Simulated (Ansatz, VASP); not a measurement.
# Be: VASP beside Ansatz

```
Be
1.0
     0.00000    1.57905    1.57905
     1.57905    0.00000    1.57905
     1.57905    1.57905    0.00000
Be
1
Direct
  0.00000 0.00000 0.00000
```

The cell was built by a generator and needn't be a form met in nature.

Alike in both runs: task band structure; functional PBE; k mesh 14 × 14 × 14; occupations fermi-dirac, width 0.05 eV; no spin polarisation.

```csv
,VASP,Ansatz
version,VASP 6.6.1,Ansatz 0.2.0
potentials or method,"VASP PAW PBE potentials, release 64 (Be)",Ansatz PAW
plane-wave cutoff (eV),520,420
valence electrons in the cell,2,2
```

```tsv
	VASP	Ansatz	Ansatz less VASP
gap on the k mesh at the Fermi level (eV)	none	none	-
pressure (GPa)	0.0	-0.2	-0.14
```

A gap of «none» marks a metal or a gap that the smearing closes. The functional is the same, so the differences come from potentials, cutoffs and numerics.
